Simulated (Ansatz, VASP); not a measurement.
# Ir in VASP and in Ansatz

```xyz
1
Lattice="0.0000 1.9151 1.9151 1.8002 0.0000 1.9151 1.8002 1.9151 0.0000" Properties=species:S:1:pos:R:3 pbc="T T T"
Ir    0.0000    0.0000    0.0000
```

Change from the starting cell: strain -0.0600 x Voigt [1, 0, 0, 0, 0, 0], atoms carried along.

Alike in both runs: task single point; functional PBEsol; k mesh 26 × 26 × 26; occupations gaussian, width 0.15 eV; no spin polarisation.

|  | VASP | Ansatz |
| --- | --- | --- |
| version | VASP 6.6.1 | Ansatz 0.2.0 |
| potentials or method | VASP PAW PBE potentials, release 64 (Ir) | scalar-relativistic, plane waves, PAW |
| plane-wave cutoff (eV) | 520 | 420 |
| valence electrons in the cell | 9 | 17 |

```csv
,VASP,Ansatz,Ansatz less VASP
gap on the k mesh at the Fermi level (eV),none,none,-
pressure (GPa),30.4,28.9,-1.50
largest component of the traceless stress (GPa),17.90,17.90,+0.007
```

A gap of «none» marks a metal or a gap that the smearing closes. The two sets of potentials don't hold the same shells in valence.

Caveats: so large a pressure means that the cell lies far from this level's equilibrium, or that cutoff or potentials fall short (VASP); the potentials were made for another functional, which shifts forces and pressure (VASP). The runs have no spin-orbit coupling, so splittings on Ir are missing.
